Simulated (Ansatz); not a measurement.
# InP2: one candidate of a structure search, part 2 of 2

The task: take a trial cell of InP2 to zero force and stress.

Ansatz 0.2.0; DFT PBE, scalar-relativistic, plane waves, PAW.

## (4) Relaxation on the finer mesh

The end of the coarse run is made exact in the group found at a tolerance of 0.06 Å and reduced to its primitive cell.

input.yaml reads:

```yaml
crystal:
  lattice:
    - [3.9743123852, 0.0, 0.0]
    - [-1.9871561926, 3.4418554881, 0.0]
    - [0.0, 0.0, 5.1025508583]
  atoms:
    - { symbol: In, position: [0.0, 0.0, 0.0] }
    - { symbol: P, position: [0.6666666667, 0.3333333333, 0.7038260294] }
    - { symbol: P, position: [0.6666666667, 0.3333333333, 0.2961739706] }
basis:
  ecutwfc: 420
kpoints:
  mp_grid: { grid: [12, 12, 10] }
hamiltonian:
  xc: pbe
scf:
  occupations: { method: gaussian, width: 0.1 }
output:
  forces: true
  stress: true
  eigenvalues: true
relax:
  adjacent_minimum: "off"
  f_tol: 0.01
  max_steps: 80
  cell: { stress_tol: 0.05 }
```

On the command line:

```console
$ ansatz run input.yaml --threads 1 --pin off --max-ram 2560MiB --backend cpu --events-out ev --progress --plain --runs-dir out
```

The program printed:

```text
Warning: RAYON_NUM_THREADS=1 ignored (pool sized by the plan → 1); use --threads N
Engine: ansatz 0.2.0, x86_64-unknown-linux-gnu
Pseudopotentials: kind: paw
Pseudopotential: In, paw, valence charge 13, recommended cutoff 420 eV (normal), In.paw.azcp
Pseudopotential: P, paw, valence charge 5, recommended cutoff 420 eV (normal), P.paw.azcp
Functional definition: PBE
  parameter kappa = 0.804
  parameter beta = 0.06672455060314922
  exchange = pbe_x(kappa = kappa, mu = beta*pi^2/3)
  correlation = pbe_c(beta = beta)
Crystal: 3 atoms, lattice volume = 69.798 Å³
Basis set: ecut = 420 eV, 1397 PW (Γ), exchange–correlation on 54×54×72 points (8 copies of the dense FFT grid, shifted against one another)
Bands: 16, of which v1, the nominal top of the filled ones, is band 12 counted from 1 (11 counted from 0)
Symmetry: 12 space group operations
Space group: P-6m2 (ITA 187), of the structure as read, at distance tolerance 4.1e-5 Å
k-points: 114 of 1440 (time reversal used)
Non-local potential: In, projectors of the file, l = 0: 2, l = 1: 2, l = 2: 2, l = 3: 2
Non-local potential: P, projectors of the file, l = 0: 2, l = 1: 2, l = 2: 2
PAW form: soft (Blöchl's): semilocal exchange-correlation on the pseudo side does not see the compensation charge
PAW one-centre angular grid: In, 590 points (default); XC on 64 Gauss nodes
PAW one-centre angular grid: P, 110 points (default); XC on 64 Gauss nodes
Initial density: superposition of atomic densities (neutral atoms: chi_scale 0, normalization atom), corrected by the library's trained network
Initial wavefunctions: pseudopotential atomic-orbital guess
Functional: x = pbe(κ = 0.804, μ = 0.2195149727645171), c = pbe(β = 0.06672455060314922)
SCF iter   1: F=—  HF=-7108.843002 eV  |F-HF|=—  |Δ(HF+E_count)|=         —  Δρ=2.07e-3  dr2=2.84e-3  ethr=1.77e-3  ⟨swp⟩=6.6  Hψ=11391  notcnv=0
preconditioner: auto → Kerker (q_TF=auto, 2.267 Å⁻¹)  [metal: Δε(μ)=0.059 eV  Ē_g=12.838 eV  σ=0.100 eV  W_gap=0.30  n_scr=20 (ndim 8)  ℏωp=21.3 eV  f_vac=0.003  D(μ)=0.81/eV (n_scr^D=2)]
SCF iter   2: F=—  HF=-7108.841208 eV  |F-HF|=—  |Δ(HF+E_count)|=   1.79e-3  Δρ=1.17e-3  dr2=9.07e-4  ethr=1.23e-5  ⟨swp⟩=2.6  Hψ=4238  notcnv=0  defer=2
SCF iter   3: F=—  HF=-7108.841481 eV  |F-HF|=—  |Δ(HF+E_count)|=   2.74e-4  Δρ=5.13e-4  dr2=1.99e-4  ethr=3.95e-6  ⟨swp⟩=2.1  Hψ=3104  notcnv=0  defer=2
SCF iter   4: F=—  HF=-7108.841531 eV  |F-HF|=—  |Δ(HF+E_count)|=   4.96e-5  Δρ=2.48e-4  dr2=4.01e-5  ethr=8.65e-7  ⟨swp⟩=2.2  Hψ=2349  notcnv=0  defer=2
SCF iter   5: F=—  HF=-7108.841558 eV  |F-HF|=—  |Δ(HF+E_count)|=   2.69e-5  Δρ=6.36e-5  dr2=2.67e-6  ethr=1.75e-7  ⟨swp⟩=2.0  Hψ=3108  notcnv=0  defer=2
SCF iter   6: F=—  HF=-7108.841560 eV  |F-HF|=—  |Δ(HF+E_count)|=   1.89e-6  Δρ=3.49e-5  dr2=6.64e-7  ethr=1.16e-8  ⟨swp⟩=2.6  Hψ=3199  notcnv=0  defer=2
SCF iter   7: F=-7108.841559 eV  HF=-7108.841560 eV  |F-HF|=4.35e-8  |Δ(HF+E_count)|=   9.17e-8  Δρ=1.05e-5  dr2=6.59e-8  ethr=4.35e-10  ⟨swp⟩=6.9  Hψ=10477  notcnv=0
SCF 1 converged in 7 iterations: F = -7108.841559 eV  dr2 = 6.59e-8
relax step   1: F+E_penalty+E_count = -7108.84155946 eV  Δ(F+E_penalty+E_count) = +0.000e0 eV  max|allowed force component| = 1.506e-1 eV/Å  Δτ_max = 0.0000 Å  P = +0.068 GPa  Ω = 69.798 Å³  (7 SCF iters, dr2 threshold 1.00e-7 eV, accepted)
Crystal: 3 atoms, lattice volume = 70.127 Å³
Initial density: handed on by an earlier stage of this run
Initial wavefunctions: those handed on with the density
iter 1 solved again at ethr=4.02e-6 eV; its pass at ethr=3.10e-3 eV (dr2=9.24e-4 eV) is discarded
SCF iter   1: F=—  HF=-7108.838693 eV  |F-HF|=—  |Δ(HF+E_count)|=         —  Δρ=1.22e-3  dr2=9.94e-4  ethr=4.02e-6  ⟨swp⟩=2.7  Hψ=14492  notcnv=0
preconditioner: auto → Kerker (q_TF=auto, 2.266 Å⁻¹)  [metal: Δε(μ)=0.066 eV  Ē_g=12.837 eV  σ=0.100 eV  W_gap=0.36  n_scr=20 (ndim 8)  ℏωp=21.3 eV  f_vac=0.003  D(μ)=0.61/eV (n_scr^D=2)]
SCF iter   2: F=—  HF=-7108.838615 eV  |F-HF|=—  |Δ(HF+E_count)|=   7.74e-5  Δρ=7.46e-4  dr2=4.03e-4  ethr=4.02e-6  ⟨swp⟩=1.3  Hψ=1866  notcnv=0
SCF iter   3: F=—  HF=-7108.838571 eV  |F-HF|=—  |Δ(HF+E_count)|=   4.44e-5  Δρ=1.11e-4  dr2=1.14e-5  ethr=1.75e-6  ⟨swp⟩=2.0  Hψ=2618  notcnv=0
SCF iter   4: F=—  HF=-7108.838586 eV  |F-HF|=—  |Δ(HF+E_count)|=   1.52e-5  Δρ=3.92e-5  dr2=1.71e-6  ethr=4.97e-8  ⟨swp⟩=2.9  Hψ=3347  notcnv=0
SCF iter   5: F=-7108.838587 eV  HF=-7108.838587 eV  |F-HF|=1.49e-7  |Δ(HF+E_count)|=   9.37e-7  Δρ=1.22e-5  dr2=1.81e-7  ethr=1.30e-9  ⟨swp⟩=8.5  Hψ=9925  notcnv=0
SCF 2 converged in 5 iterations: F = -7108.838587 eV  dr2 = 1.81e-7
relax step   2: F+E_penalty+E_count = -7108.83858735 eV  Δ(F+E_penalty+E_count) = +2.972e-3 eV  max|allowed force component| = 6.477e-2 eV/Å  Δτ_max = 0.0186 Å  P = +0.321 GPa  Ω = 70.127 Å³  energy of the carried Pulay correction = -6.585e-5 eV  (5 SCF iters, dr2 threshold 3.00e-7 eV, rejected (line search))
Crystal: 3 atoms, lattice volume = 70.013 Å³
iter 1 solved again at ethr=1.16e-6 eV; its pass at ethr=3.10e-3 eV (dr2=2.66e-4 eV) is discarded
SCF iter   1: F=—  HF=-7108.844373 eV  |F-HF|=—  |Δ(HF+E_count)|=         —  Δρ=7.62e-4  dr2=4.22e-4  ethr=1.16e-6  ⟨swp⟩=3.6  Hψ=14367  notcnv=0
eigensolver tolerance schedule calibrated: the retry pair's looser diagonalisation under-reported the residual by θ = 0.37 (0.11/decade); ethr = c·dr2/N_el runs at the constant in force after the calibration composes with the one it found (an armed cap, an earlier calibration), c = 8.6e-2
preconditioner: auto → Kerker (q_TF=auto, 2.266 Å⁻¹)  [metal: Δε(μ)=0.025 eV  Ē_g=12.836 eV  σ=0.100 eV  W_gap=0.14  n_scr=20 (ndim 8)  ℏωp=21.3 eV  f_vac=0.002  D(μ)=0.72/eV (n_scr^D=2)]
SCF iter   2: F=—  HF=-7108.844327 eV  |F-HF|=—  |Δ(HF+E_count)|=   4.67e-5  Δρ=4.66e-4  dr2=1.69e-4  ethr=1.16e-6  ⟨swp⟩=1.1  Hψ=1842  notcnv=0
SCF iter   3: F=—  HF=-7108.844302 eV  |F-HF|=—  |Δ(HF+E_count)|=   2.48e-5  Δρ=7.08e-5  dr2=4.94e-6  ethr=6.35e-7  ⟨swp⟩=2.0  Hψ=2587  notcnv=0
SCF iter   4: F=—  HF=-7108.844318 eV  |F-HF|=—  |Δ(HF+E_count)|=   1.64e-5  Δρ=2.13e-5  dr2=5.67e-7  ethr=1.85e-8  ⟨swp⟩=2.5  Hψ=2915  notcnv=0
SCF iter   5: F=—  HF=-7108.844318 eV  |F-HF|=—  |Δ(HF+E_count)|=   1.35e-7  Δρ=7.72e-6  dr2=6.84e-8  ethr=2.13e-9  ⟨swp⟩=2.9  Hψ=3319  notcnv=0
SCF iter   6: F=—  HF=-7108.844318 eV  |F-HF|=—  |Δ(HF+E_count)|=   6.38e-8  Δρ=2.34e-6  dr2=7.07e-9  ethr=2.56e-10  ⟨swp⟩=2.1  Hψ=2606  notcnv=0
SCF iter   7: F=—  HF=-7108.844318 eV  |F-HF|=—  |Δ(HF+E_count)|=   4.19e-9  Δρ=6.98e-7  dr2=6.29e-10  ethr=2.65e-11  ⟨swp⟩=3.0  Hψ=3563  notcnv=0
SCF iter   8: F=—  HF=-7108.844318 eV  |F-HF|=—  |Δ(HF+E_count)|=  3.33e-10  Δρ=1.83e-7  dr2=4.09e-11  ethr=2.36e-12  ⟨swp⟩=2.1  Hψ=2504  notcnv=0
SCF iter   9: F=-7108.844318 eV  HF=-7108.844318 eV  |F-HF|=7.28e-12  |Δ(HF+E_count)|=  3.91e-11  Δρ=4.95e-8  dr2=2.59e-12  ethr=1.00e-12  ⟨swp⟩=8.8  Hψ=10644  notcnv=0
SCF 3 converged in 9 iterations: F = -7108.844318 eV  dr2 = 2.59e-12
relax step   3: F+E_penalty+E_count = -7108.84431818 eV  Δ(F+E_penalty+E_count) = -2.759e-3 eV  max|allowed force component| = 5.624e-2 eV/Å  Δτ_max = 0.0076 Å  P = +0.070 GPa  Ω = 70.013 Å³  energy of the carried Pulay correction = -4.308e-5 eV  (9 SCF iters, accepted)
Crystal: 3 atoms, lattice volume = 70.102 Å³
iter 1 solved again at ethr=8.24e-7 eV; its pass at ethr=3.10e-3 eV (dr2=1.90e-4 eV) is discarded
SCF iter   1: F=—  HF=-7108.844156 eV  |F-HF|=—  |Δ(HF+E_count)|=         —  Δρ=4.59e-4  dr2=2.48e-4  ethr=8.24e-7  ⟨swp⟩=3.0  Hψ=12546  notcnv=0
preconditioner: auto → Kerker (q_TF=auto, 2.266 Å⁻¹)  [metal: Δε(μ)=0.041 eV  Ē_g=12.824 eV  σ=0.100 eV  W_gap=0.22  n_scr=20 (ndim 8)  ℏωp=21.3 eV  f_vac=0.002  D(μ)=0.71/eV (n_scr^D=2)]
SCF iter   2: F=—  HF=-7108.844097 eV  |F-HF|=—  |Δ(HF+E_count)|=   5.91e-5  Δρ=2.48e-4  dr2=6.90e-5  ethr=8.24e-7  ⟨swp⟩=2.0  Hψ=2188  notcnv=0
SCF iter   3: F=—  HF=-7108.844087 eV  |F-HF|=—  |Δ(HF+E_count)|=   9.83e-6  Δρ=2.55e-5  dr2=7.47e-7  ethr=3.00e-7  ⟨swp⟩=2.0  Hψ=2554  notcnv=0
SCF iter   4: F=-7108.844087 eV  HF=-7108.844087 eV  |F-HF|=3.21e-8  |Δ(HF+E_count)|=   1.31e-7  Δρ=7.73e-6  dr2=9.29e-8  ethr=8.60e-10  ⟨swp⟩=9.2  Hψ=10348  notcnv=0
SCF 4 converged in 4 iterations: F = -7108.844087 eV  dr2 = 9.29e-8
relax step   4: F+E_penalty+E_count = -7108.84408707 eV  Δ(F+E_penalty+E_count) = +2.311e-4 eV  max|allowed force component| = 9.065e-2 eV/Å  Δτ_max = 0.0040 Å  P = -0.163 GPa  Ω = 70.102 Å³  energy of the carried Pulay correction = -6.092e-5 eV  (4 SCF iters, dr2 threshold 1.98e-7 eV, rejected (line search))
Crystal: 3 atoms, lattice volume = 70.035 Å³
iter 1 solved again at ethr=3.41e-7 eV; its pass at ethr=3.10e-3 eV (dr2=7.85e-5 eV) is discarded
SCF iter   1: F=—  HF=-7108.844439 eV  |F-HF|=—  |Δ(HF+E_count)|=         —  Δρ=3.00e-4  dr2=1.06e-4  ethr=3.41e-7  ⟨swp⟩=2.9  Hψ=12478  notcnv=0
preconditioner: auto → Kerker (q_TF=auto, 2.266 Å⁻¹)  [metal: Δε(μ)=0.020 eV  Ē_g=12.831 eV  σ=0.100 eV  W_gap=0.11  n_scr=20 (ndim 8)  ℏωp=21.3 eV  f_vac=0.002  D(μ)=0.71/eV (n_scr^D=2)]
SCF iter   2: F=—  HF=-7108.844415 eV  |F-HF|=—  |Δ(HF+E_count)|=   2.40e-5  Δρ=1.59e-4  dr2=2.82e-5  ethr=3.41e-7  ⟨swp⟩=2.1  Hψ=2206  notcnv=0
SCF iter   3: F=—  HF=-7108.844420 eV  |F-HF|=—  |Δ(HF+E_count)|=   4.59e-6  Δρ=1.78e-5  dr2=3.66e-7  ethr=1.23e-7  ⟨swp⟩=2.0  Hψ=2512  notcnv=0
SCF iter   4: F=—  HF=-7108.844417 eV  |F-HF|=—  |Δ(HF+E_count)|=   2.29e-6  Δρ=4.96e-6  dr2=3.35e-8  ethr=1.59e-9  ⟨swp⟩=2.1  Hψ=2639  notcnv=0
SCF iter   5: F=—  HF=-7108.844417 eV  |F-HF|=—  |Δ(HF+E_count)|=   1.62e-8  Δρ=1.55e-6  dr2=3.85e-9  ethr=1.46e-10  ⟨swp⟩=2.5  Hψ=2830  notcnv=0
SCF iter   6: F=—  HF=-7108.844417 eV  |F-HF|=—  |Δ(HF+E_count)|=   2.51e-9  Δρ=4.48e-7  dr2=2.79e-10  ethr=1.68e-11  ⟨swp⟩=2.0  Hψ=2494  notcnv=0
SCF iter   7: F=-7108.844417 eV  HF=-7108.844417 eV  |F-HF|=3.64e-12  |Δ(HF+E_count)|=  1.24e-10  Δρ=1.36e-7  dr2=2.96e-11  ethr=1.00e-12  ⟨swp⟩=9.2  Hψ=11117  notcnv=0
SCF 5 converged in 7 iterations: F = -7108.844417 eV  dr2 = 2.96e-11
relax step   5: F+E_penalty+E_count = -7108.84441728 eV  Δ(F+E_penalty+E_count) = -9.910e-5 eV  max|allowed force component| = 6.360e-4 eV/Å  Δτ_max = 0.0016 Å  P = -0.002 GPa  Ω = 70.035 Å³  energy of the carried Pulay correction = -4.743e-5 eV  (7 SCF iters, accepted)
Initial wavefunctions: pseudopotential atomic-orbital guess (no wavefunctions were taken with the density)
iter 1 solved again at ethr=8.43e-7 eV; its pass at ethr=3.10e-3 eV (dr2=1.94e-4 eV) is discarded
SCF iter   1: F=—  HF=-7108.844451 eV  |F-HF|=—  |Δ(HF+E_count)|=         —  Δρ=1.19e-5  dr2=1.98e-8  ethr=8.43e-7  ⟨swp⟩=3.4  Hψ=16323  notcnv=0
eigensolver tolerance schedule: the retry pair's looser diagonalisation over-reported the residual by 9767.64 of it (diagonalisation noise at an unbounded share of the residual, at the tolerance the schedule requests for it); recorded, not acted on — ethr = c·dr2/N_el stays at c = 1.0e-1
preconditioner: auto → Kerker (q_TF=auto, 2.266 Å⁻¹)  [metal: Δε(μ)=0.019 eV  Ē_g=12.831 eV  σ=0.100 eV  W_gap=0.11  n_scr=20 (ndim 8)  ℏωp=21.3 eV  f_vac=0.002  D(μ)=0.71/eV (n_scr^D=2)]
SCF iter   2: F=—  HF=-7108.844464 eV  |F-HF|=—  |Δ(HF+E_count)|=   1.34e-5  Δρ=5.77e-6  dr2=5.25e-9  ethr=8.63e-11  ⟨swp⟩=4.1  Hψ=4837  notcnv=0
SCF iter   3: F=—  HF=-7108.844464 eV  |F-HF|=—  |Δ(HF+E_count)|=   4.46e-8  Δρ=3.24e-6  dr2=1.45e-9  ethr=2.28e-11  ⟨swp⟩=2.5  Hψ=3187  notcnv=0
SCF iter   4: F=-7108.844464 eV  HF=-7108.844464 eV  |F-HF|=1.09e-11  |Δ(HF+E_count)|=   1.98e-8  Δρ=2.57e-7  dr2=2.58e-11  ethr=1.00e-12  ⟨swp⟩=9.0  Hψ=13959  notcnv=0
SCF 6 converged in 4 iterations: F = -7108.844464 eV  dr2 = 2.58e-11
relax step   6: F+E_penalty+E_count = -7108.84446437 eV  Δ(F+E_penalty+E_count) = -4.709e-5 eV  max|allowed force component| = 6.507e-4 eV/Å  Δτ_max = 0.0000 Å  P = -0.002 GPa  Ω = 70.035 Å³  stress off target by 1.86e-3 GPa  SCF on the basis re-selected at this cell (its energy is not comparable with the rows above)  (4 SCF iters)
basis re-selected at this cell: Δ(F+E_penalty+E_count) = -4.709e-5 eV, ΔP = +0.000 GPa vs the last step (what re-selecting the basis moved, of the pressure what is left beyond the Pulay correction that the steps carried, after the strain that the cell walked since its last selection, with what the two solves' SCF thresholds leave and, on support functions, any second-order correction that the steps lacked; it is no measure of the basis error at this ecutwfc). This SCF's stress stands 1.86e-3 GPa from its target on what of the cell is left free (relax.cell.stress_tol is 5.00e-2 GPa) and its largest allowed force component is 6.51e-4 eV/Å (relax.f_tol is 1.00e-2 eV/Å): within both
SCF converged after 4 iterations
Free energy (F): -7108.844464 eV
Harris-Foulkes:  -7108.844464 eV  (|F-HF|=1.09e-11)
Internal energy: -7108.840908 eV  (E = F + TS)
E sigma→0 (E₀):  -7108.842686 eV
Entropy (-TS):   -0.003556 eV (-1.185 meV/atom)
Fermi energy:    7.247140 eV
--- Per-component energies (eV) ---
  E_band       = -51.400807
  E_kinetic    = 381.255939
  E_local      = -1527.751347  (includes V_loc(G=0)·N_el)
  E_nonlocal   = 435.611880
  E_hartree    = 599.081452
  E_xc         = -336.521851
  E_vxc        = -218.591407  (∫ρ·V_xc dr)
  E_paw        = -5294.694838  (= ΣΔE_a)
  E_vpaw       = -320.088947  (= ΣTr[D̂ρ^β])
  E_aug_tail   = 0.000033  (compensation charges beyond the density's cutoff)
  E_ewald      = -1365.822176
  E_smearing   = -0.003556  (= −TS)
  E_closure    = -0.000000  (closes the sum)
  Σ components = -7108.844464   (vs F -7108.844464, Δ=0.00e0)
--- Forces (eV/Å), atoms counted from 1 ---
  atom   1  In     0.00000000     0.00000000     0.00000000
  atom   2  P      0.00000000    -0.00000000     0.00065072
  atom   3  P      0.00000000    -0.00000000    -0.00065072
  max |Σ_I F_I| component: 3.70e-17 eV/Å
--- Stress (GPa, compression-positive) ---
       -0.001863      -0.000000       0.000000
       -0.000000      -0.001863       0.000000
        0.000000       0.000000      -0.001214
  P = ⅓ Tr σ = -0.0016 GPa (-0.016 kbar)
--- Band table (eV; the first three rows and the last of 114) ---
  k-point 0: bands = ["-7.4900", "-7.4900", "-7.4238", "-7.4077", "-7.4077", "-5.9518", "-0.8866", "0.1271", "5.3110", "5.3110", "7.9369", "8.8702", "8.8702", "11.0458", "11.0458", "12.5968"]
  k-point 1: bands = ["-7.4899", "-7.4899", "-7.4235", "-7.4080", "-7.4080", "-5.9022", "-1.4708", "0.7967", "5.3530", "5.3530", "7.9645", "8.6864", "8.6864", "11.1709", "11.1709", "11.6988"]
  k-point 2: bands = ["-7.4896", "-7.4896", "-7.4225", "-7.4086", "-7.4086", "-5.7564", "-2.2857", "1.8639", "5.4754", "5.4754", "8.0122", "8.2624", "8.2624", "10.6595", "11.4478", "11.4478"]
  k-point 113: bands = ["-7.5581", "-7.5324", "-7.4536", "-7.4254", "-7.3464", "-4.3066", "-2.0206", "1.6170", "3.2845", "3.8716", "4.2340", "5.8691", "9.3964", "11.8601", "12.6404", "13.5545"]
--- Relaxed structure (5 steps of the walk, 3 accepted, 1 SCFs on fresh bases) ---
  F+E_penalty+E_count = -7108.84446437 eV   max|allowed force component| = 6.507e-4 eV/Å   (the final SCF, on the basis selected at the relaxed cell)
  cell:  # Å, volume = 70.0347 Å³
    - [3.9923715117302447, 0.0, 0.0]
    - [-1.9961857558651224, 3.457495150503675, 0.0]
    - [0.0, 0.0, 5.073651715296644]
  atoms:
    - { symbol: In, position: [-2.878355989888598e-17, 9.326025603678499e-36, 5.666196915199258e-20] }
    - { symbol: P, position: [0.6666666666666667, 0.33333333333333337, 0.7056411928203136] }
    - { symbol: P, position: [0.6666666666666667, 0.33333333333333337, 0.29435880717968654] }
```

Wall time 77 s (1 thread of Intel Xeon Platinum 8259CL at 2.50GHz (Skylake/Cascade Lake), shared host); peak memory 0.51 GiB.

Relaxation path:

| step | energy from step 1 (eV/cell) | largest force component (eV/Å) | pressure (GPa) | volume (Å³) |
| --- | --- | --- | --- | --- |
| 1 | 0.0000 | 0.1506 | 0.07 | 69.80 |
| 2 | 0.0030 | 0.0648 | 0.32 | 70.13 |
| 3 | -0.0028 | 0.0562 | 0.07 | 70.01 |
| 4 | -0.0025 | 0.0907 | -0.16 | 70.10 |
| 5 | -0.0029 | 0.0006 | 0.00 | 70.03 |
| 6 | -0.0029 | 0.0007 | 0.00 | 70.03 |

Step 1 is the start. Step 6 repeats the geometry before it on a plane-wave basis chosen anew for that cell, so its energy need not be comparable with the rows above. Steps 2, 4 were tried and not accepted.

|  | before | after | change |
| --- | --- | --- | --- |
| a (Å) | 3.974 | 3.992 | +0.5 % |
| b (Å) | 3.974 | 3.992 | +0.5 % |
| c (Å) | 5.103 | 5.074 | -0.6 % |
| volume (Å³/atom) | 23.27 | 23.34 | +0.3 % |
| shortest distance (Å) | 2.080 | 2.087 | +0.3 % |
| space group (0.01 Å) | P-6m2 | P-6m2 | same |

The run keeps the 12 symmetry operations of the start, so it could not have lowered the symmetry.

## (5) Variant: xc revpbe

input.yaml reads:

```yaml
crystal:
  lattice:
    - [3.9923715117, 0.0, 0.0]
    - [-1.9961857559, 3.4574951505, 0.0]
    - [0.0, 0.0, 5.0736517153]
  atoms:
    - { symbol: In, position: [0.0, 0.0, 0.0] }
    - { symbol: P, position: [0.6666666667, 0.3333333333, 0.7056411928] }
    - { symbol: P, position: [0.6666666667, 0.3333333333, 0.2943588072] }
basis:
  ecutwfc: 420
kpoints:
  mp_grid: { grid: [12, 12, 10] }
hamiltonian:
  xc: revpbe
scf:
  occupations: { method: gaussian, width: 0.1 }
output:
  forces: true
  eigenvalues: true
  stress: true
```

On the command line:

```console
$ ansatz run input.yaml --threads 1 --pin off --max-ram 2560MiB --backend cpu --events-out ev --progress --plain --runs-dir out
```

The program printed, shortened:

```text
Warning: RAYON_NUM_THREADS=1 ignored (pool sized by the plan → 1); use --threads N
[...]
[... 3 set-up lines as earlier in the session ...]
Functional definition: revPBE
[...]
Crystal: 3 atoms, lattice volume = 70.035 Å³
Basis set: ecut = 420 eV, 1397 PW (Γ), exchange–correlation on 54×54×72 points (8 copies of the dense FFT grid, shifted against one another)
Bands: 16, of which v1, the nominal top of the filled ones, is band 12 counted from 1 (11 counted from 0)
[... 2 set-up lines as earlier in the session ...]
k-points: 114 of 1440 (time reversal used)
[...]
SCF iter   1: F=—  HF=-7119.499491 eV  |F-HF|=—  |Δ(HF+E_count)|=         —  Δρ=3.16e-3  dr2=3.71e-3  ethr=1.77e-3  ⟨swp⟩=6.6  Hψ=11415  notcnv=0
[...]
SCF iter   6: F=-7119.498140 eV  HF=-7119.498140 eV  |F-HF|=1.43e-7  |Δ(HF+E_count)|=   3.12e-6  Δρ=8.85e-6  dr2=8.93e-8  ethr=4.35e-10  ⟨swp⟩=7.2  Hψ=11300  notcnv=0
[...]
SCF converged after 6 iterations
Free energy (F): -7119.498140 eV
[...]
E sigma→0 (E₀):  -7119.496430 eV
Entropy (-TS):   -0.003421 eV (-1.140 meV/atom)
Fermi energy:    7.321626 eV
[...]
--- Forces (eV/Å), atoms counted from 1 ---
  atom   1  In     0.00000000    -0.00000000    -0.00000000
  atom   2  P     -0.00000000     0.00000000     0.01074522
  atom   3  P     -0.00000000    -0.00000000    -0.01074522
[...]
--- Stress (GPa, compression-positive) ---
        1.179940      -0.000000      -0.000000
       -0.000000       1.179940      -0.000000
       -0.000000      -0.000000       1.302544
  P = ⅓ Tr σ = 1.2208 GPa (12.208 kbar)
--- Band table (eV; the first three rows and the last of 114) ---
  k-point 0: bands = ["-7.4457", "-7.4457", "-7.3800", "-7.3635", "-7.3635", "-5.8725", "-0.8046", "0.2133", "5.3720", "5.3720", "8.0774", "8.9350", "8.9350", "11.1526", "11.1526", "12.7691"]
[...]
```

It took 11 s on 1 thread of Intel Xeon Platinum 8259CL at 2.50GHz (Skylake/Cascade Lake), shared host; peak memory 0.48 GiB.

```tsv
run	ending	energy change	pressure (GPa)	gap (eV)	force (eV/Å)	cycles	time
step 4	converged	-	0.0	0.00	0.00	-	77 s
variant	converged	not comparable	1.2	0.00	0.01	6	11 s
```

A change of functional puts the total energy on another scale; the pressure goes from 0.0 to 1.2 GPa. At this fixed cell a higher pressure means that this functional prefers a larger volume than the reference.

## (6) What came out

This closing draws on all 2 parts. Changes of volume or cell count from the first structure of part 1.

```
                              quantity                                                                       value
symmetry at the end (tolerance 0.05 Å)                                                 space group P-6m2 (No. 187)
                     conventional cell  a = 3.992 Å, b = 3.992 Å, c = 5.074 Å, α = 90.00°, β = 90.00°, γ = 120.00°
                                volume                                                               23.34 Å³/atom
     energy over the elements, black P                                                               +0.12 eV/atom
                       gap on the mesh                                                                none (metal)
```

In words: The space group P-6m2 (No. 187) is kept, and the volume per atom grows by 28.5 % from the first guess. The formation energy is positive, so the separate elements lie lower. No finished test with a distortion of lower symmetry is shown, so the end may be a saddle point.
